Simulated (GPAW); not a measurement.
Wanted: an ASE script for a GPAW 26.7.0 run.

* Task: single point
* Functional: PBE
* Potentials or basis: GPAW PAW data sets (gpaw-data 1.2.1)
* Cutoff: 600 eV
* Basis: pw
* k mesh: 8 × 8 × 8
* Occupations: gaussian, width 0.02 eV
* Spin: no spin polarisation
* Maxiter: 150

The structure of AgBr lies in POSCAR:

```
AgBr
1.0
    0.0000000000      2.8701500000      2.8701500000
    2.8701500000      0.0000000000      2.8701500000
    2.8701500000      2.8701500000      0.0000000000
Ag Br
1 1
Direct
    0.0000000000      0.0000000000      0.0000000000
    0.5000000000      0.5000000000      0.5000000000
```

One way to write it, as run:

run.py

```python
from ase.dft.bandgap import bandgap
from ase.io import read, write
from ase.units import GPa
from gpaw import GPAW, PW

atoms = read('POSCAR')

calc = GPAW(mode=PW(600),
            xc='PBE',
            kpts={'size': (8, 8, 8), 'gamma': True},
            occupations={'name': 'methfessel-paxton', 'order': 0, 'width': 0.02},
            nbands=23,
            convergence={'density': 1e-05, 'energy': 1e-05},
            maxiter=150,
            txt='gpaw.txt')
atoms.calc = calc
energy = atoms.get_potential_energy()
forces = atoms.get_forces()
stress = atoms.get_stress()
calc.write('gs.gpw')
write('result.traj', atoms)
print(f'Energy: {energy:.6f} eV')
print('Forces (eV/A):')
print(forces.round(4))
print('Stress (GPa):', (stress / GPa).round(3))
print('Fermi level:', round(calc.get_fermi_level(), 4), 'eV')
print(f'Gap: {bandgap(calc)[0]:.4f} eV, direct: {bandgap(calc, direct=True)[0]:.4f} eV')
```

Potentials or basis: GPAW PAW data sets (gpaw-data 1.2.1), pw.

Run with:

```sh
$ OMP_NUM_THREADS=1 python run.py
```

Results of the run:

```
Pressure               : 2.5 GPa
Band gap on the k mesh : 0.66 eV, indirect (least direct gap 2.62 eV)
```

It took 19 s on 1 thread of Arm Neoverse V1, on a shared host, peak memory 0.16 GiB.
